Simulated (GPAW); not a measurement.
# Work function of Mg/Pt(110) at several levels, part 2 of 2

Wanted: work functions and dipole of Mg/Pt(110), with the cost of each level.

GPAW 26.7.0; GPAW, PAW setups; slab in vacuum, relaxation (the session's first sound run).

So far, upper work function (eV): step 2 (relaxing the atoms, PBE, GPAW) 3.83; step 4 (self-consistent run: xc = "LDA") 3.95; step 5 (self-consistent run: xc = "vdW-DF2", GPAW, PAW setups, GPAW) 3.99; step 6 (self-consistent run: xc = "RPBE") 3.77; step 7 (OptPBE vdW: xc = "optPBE-vdW", GPAW, PAW setups, GPAW) 3.93.

## Step 8: Self-consistent run: xc = "revPBE"

The same geometry under revPBE, to see how far the functional moves the levels against the vacuum.

Contents of run.py:

```python
import json
import numpy as np
from ase import Atoms
from gpaw import GPAW, PW

slab = Atoms(
    ['Pt', 'Pt', 'Pt', 'Pt', 'Pt', 'Mg'],
    positions=[
        [0.00000, 0.00000, 8.00000],
        [1.96000, 1.38593, 9.38593],
        [0.00000, 0.00000, 10.77186],
        [1.96000, 1.38593, 12.27809],
        [0.00000, -0.00000, 13.60398],
        [0.00000, 1.38593, 15.79005]],
    cell=[[3.92, 0.0, 0.0], [0.0, 2.77186, 0.0], [0.0, 0.0, 24.10078]],
    pbc=[True, True, False])

slab.calc = GPAW(mode=PW(400), xc='revPBE', kpts={'size': (8, 11, 1), 'gamma': True},
                 occupations={'name': 'fermi-dirac', 'width': 0.1}, nbands='200%',
                 convergence={'density': 1e-05}, maxiter=200,
                 poissonsolver={'dipolelayer': 'xy'},
                 symmetry={'tolerance': 1e-3}, txt='slab.txt')
result = {}
energy = slab.get_potential_energy()
fermi = slab.calc.get_fermi_level()
v = slab.calc.get_electrostatic_potential().mean((0, 1)) - fermi
n = slab.calc.get_pseudo_density().mean((0, 1))
L = slab.cell[2, 2]
z = np.arange(len(v)) * L / len(v)
low, high = slab.positions[:, 2].min(), slab.positions[:, 2].max()
below, above = np.interp([low - 5.8, high + 5.8], z, v)
slopes = [np.interp(x, z, np.gradient(v, z)) for x in (low - 5.8, high + 5.8)]
eps = np.array([[slab.calc.get_eigenvalues(k, s) for k in range(len(slab.calc.get_ibz_k_points()))]
                for s in range(slab.calc.get_number_of_spins())]) - fermi
top, bottom = eps[eps < 0].max(), eps[eps > 0].min()
dipole = slab.get_dipole_moment()[2]
print(f'energy {energy:.4f} eV, Fermi level {fermi:.4f} eV, dipole {dipole:.5f} e A')
print(f'potential 5.8 A off the faces, from the Fermi level: lower {below:.4f} eV, upper {above:.4f} eV')
print(f'slope of the potential there: lower {slopes[0]:.5f}, upper {slopes[1]:.5f} eV/A')
print(f'nearest levels on the mesh: {top:.4f} and {bottom:.4f} eV')
print('magnetic moment', round(slab.get_magnetic_moment(), 3))
result.update(energy=energy, fermi=fermi, dipole=dipole, below=below, above=above, slopes=slopes, edges=[top, bottom],
              z=z.tolist(), v=v.tolist(), n=n.tolist(), positions=slab.positions.tolist(),
              forces=slab.get_forces(apply_constraint=False).tolist(), moments=slab.get_magnetic_moments().tolist())
json.dump(result, open('result.json', 'w'))
```

On the command line:

```console
OMP_NUM_THREADS=1 OPENBLAS_NUM_THREADS=1 python run.py
```

Run time: 8.4 min. Hardware: 1 thread of Arm Neoverse V1, shared host; peak memory 0.43 GiB.

Numbers from this step:

- dipole along the normal: 0.08409 e·Å
- levels nearest the Fermi level on the mesh: -3.54e-4, 0.006885 eV from the Fermi level
- upper work function: 3.770 eV
- lower work function: 5.169 eV

The upper face's work function is 3.770 eV, against 3.827 eV in the first plane-wave PBE run at this geometry.

## Step 9: Real-space grid: mode = "fd"

A real-space grid is a second complete basis, so it checks the plane-wave result.

Changes to run.py since step 8:

```diff
@@ -3,3 +3,3 @@
 from ase import Atoms
-from gpaw import GPAW, PW
+from gpaw import GPAW
 
@@ -17,3 +17,3 @@
 
-slab.calc = GPAW(mode=PW(400), xc='revPBE', kpts={'size': (8, 11, 1), 'gamma': True},
+slab.calc = GPAW(mode='fd', h=0.18, xc='PBE', kpts={'size': (8, 11, 1), 'gamma': True},
                  occupations={'name': 'fermi-dirac', 'width': 0.1}, nbands='200%',
```

Elapsed: 44 min, on 1 thread; peak memory 2.4 GiB.

This step gave:

```yaml
dipole_along_the_normal: 0.08920 e·Å
levels_nearest_the_fermi_level_on_the_mesh: -0.009566, 9.55e-5 eV from the Fermi level
upper_work_function: 3.828 eV
lower_work_function: 5.313 eV
```

The electrostatic potential energy of an electron (without an applied field's), less the Fermi level, planar mean oscillates, so the rows of the table below give means over windows of 1 Å about each position, cut where the curve ends. Its maxima inside the range that stand out by 2 % of the span (Å: eV): 2.0: 5.31, 8.7: -7.73, 10.0: -8.30, 11.5: -6.18, 13.0: -9.09, 14.7: 1.42. Its minima: 8.0: -14.9, 9.4: -15.9, 10.8: -15.7, 12.3: -15.8, 13.6: -15.2, 15.8: -7.56.

The electrostatic potential energy of an electron (without an applied field's), less the Fermi level, planar mean by z; means over each step:

z (Å), electrostatic potential energy of an electron (without an applied field's), less the Fermi level, planar mean (eV) and a bar from the least value:
```
        0        5.2 ##############################
        1        5.3 ##############################
        2        5.3 ##############################
        3        5.3 ##############################
        4        5.3 ##############################
        5        5.3 ##############################
        6        5.1 ##############################
        7        1.5 #######################
        8      -11.8 
        9      -11.5 #
       10      -10.8 ##
       11      -12.0 
       12      -11.7 #
       13      -11.4 #
       14       -8.1 #######
       15       -0.5 ####################
       16       -5.4 ###########
       17        1.4 #######################
       18        3.5 ###########################
       19        3.8 ###########################
       20        3.8 ###########################
       21        3.8 ###########################
       22        3.8 ###########################
       23        3.8 ###########################
       24        3.8 ###########################
```

The upper face's work function is 3.828 eV, against 3.827 eV in the first plane-wave PBE run at this geometry.

## Step 10: Atomic orbitals: mode = "lcao"

Atom-centred orbitals end a few angstrom from the surface, which tests how much the density's tail matters.

Changes to run.py since step 9:

```diff
@@ -17,4 +17,4 @@
 
-slab.calc = GPAW(mode='fd', h=0.18, xc='PBE', kpts={'size': (8, 11, 1), 'gamma': True},
-                 occupations={'name': 'fermi-dirac', 'width': 0.1}, nbands='200%',
+slab.calc = GPAW(mode='lcao', basis='dzp', h=0.18, xc='PBE', kpts={'size': (8, 11, 1), 'gamma': True},
+                 occupations={'name': 'fermi-dirac', 'width': 0.1}, nbands='120%',
                  convergence={'density': 1e-05}, maxiter=200,
```

The job ended after 32 min (1 thread; peak memory 0.53 GiB).

Numbers from this step:

```yaml
dipole_along_the_normal: 0.09228 e·Å
levels_nearest_the_fermi_level_on_the_mesh: -0.005066, 0.008938 eV from the Fermi level
upper_work_function: 3.833 eV
lower_work_function: 5.370 eV
```

The upper face's work function is 3.833 eV, against 3.827 eV in the first plane-wave PBE run at this geometry.

## Step 11: The ladder

Times are for 1 thread of Arm Neoverse V1, shared host. The runs compared:

| no. | run | upper work function (eV) | lower work function (eV) | time | memory (GiB) |
| --- | --- | --- | --- | --- | --- |
| 1 | pw | 3.827 | 5.314 | 8.6 min | 0.43 |
| 2 | LDA | 3.946 | 5.690 | 8.2 min | 0.43 |
| 3 | vdW DF2 | 3.991 | 5.677 | 8.7 min | 0.59 |
| 4 | RPBE | 3.769 | 5.153 | 8.4 min | 0.43 |
| 5 | optPBE vdW | 3.933 | 5.503 | 8.4 min | 0.59 |
| 6 | revPBE | 3.770 | 5.169 | 8.4 min | 0.43 |
| 7 | fd | 3.828 | 5.313 | 44 min | 2.4 |
| 8 | lcao | 3.833 | 5.370 | 32 min | 0.53 |

## Step 12: Side by side

Results and costs are gathered.

This step: comparison of work functions, dipole and cost (GPAW 26.7.0).

Ladder, by row:

| step | code | work function, upper (eV) | work function, lower (eV) | dipole (e Å) | wall time (s) | peak memory (GiB) | threads |
| --- | --- | --- | --- | --- | --- | --- | --- |
| pw | GPAW | 3.827 | 5.314 | 0.08931 | 513.3 | 0.43 | 1 |
| LDA | GPAW | 3.946 | 5.69 | 0.1048 | 490 | 0.43 | 1 |
| vdW-DF2 | GPAW | 3.991 | 5.677 | 0.1013 | 522.9 | 0.59 | 1 |
| RPBE | GPAW | 3.769 | 5.153 | 0.08317 | 503.4 | 0.43 | 1 |
| optPBE-vdW | GPAW | 3.933 | 5.503 | 0.09431 | 506.9 | 0.59 | 1 |
| revPBE | GPAW | 3.77 | 5.169 | 0.08409 | 501.3 | 0.43 | 1 |
| fd | GPAW | 3.828 | 5.313 | 0.0892 | 2654 | 2.39 | 1 |
| lcao | GPAW | 3.833 | 5.37 | 0.09228 | 1947 | 0.53 | 1 |

## Step 13: Summary of results

```yaml
work_function_upper_and_lower_face: 3.827 and 5.314 eV
dipole_along_the_normal: 0.0893 e Å
```

What this shows: With plane waves and PBE the work function is 3.83 eV on the upper face and 5.31 eV on the lower. The two faces differ by 1.5 eV, the step that the slab's dipole makes (e p/(ε0 A) gives 1.5 eV), so the dipole layer is needed. Over the sound runs of the table the upper face's work function spans 3.769 (RPBE) to 3.991 eV (vdW-DF2). The cell of 10.9 Å² holds one Mg, started on one chosen site; other sites and coverages weren't tried. The in-plane lattice was kept as typed, which isn't the functional's own and leaves some strain; spin-orbit coupling and temperature are left out.

[Logs are printed without paths, hosts, clocks, repeated set-up lines and the standing remarks that a program may print on its own settings, such as how far it seeks lower states.]

[Hosts, paths, dates, database ids (printed as entryN), source tags and the programs' standing remarks are cut or masked in the printed files.]
